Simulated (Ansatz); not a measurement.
# TiO2: how the free axis answers a strain

TiO2, I4_1/amd, a = 3.797 Å, c = 9.662 Å. The compound has several low-lying forms, and this is one of them. Ansatz: r2SCAN+U, PAW, 500 eV, Γ-centred 6×6×4 mesh on 12 atoms, Gaussian smearing 0.02 eV; U_eff Ti 4.00 eV; no spin polarisation. Series: biaxial strain in the a-b plane, c and atoms relaxed; x is the strain in per cent. y is the change of c in per cent of 9.662 Å.

```tsv
x (%)	y (%)
-4.5	?
-3.0	4.31
-1.5	2.03
0.0	0.00
1.5	-1.79
3.0	-3.32
```

Problem. Fit y = c1 x + c2 x² to the other rows, say what c1 measures, and predict the missing y.

Solution. Least squares on the rows shown. y = −1.272 x + 0.05490 x². With no stress along c, c1 = −2C13/C33 = -1.272. At x = -4.5 the fit asked for gives 6.84 %. The run gave 6.79 %, so the fit is 0.05 % too high, 0.49 % of the span of the series, against an rms of 0.003 % on the fitted rows. The row lies outside the fitted range. With a term in x³ added, a fit to the same known rows predicts 6.82 %, which recovers part of the miss; the known rows don't hold the rest.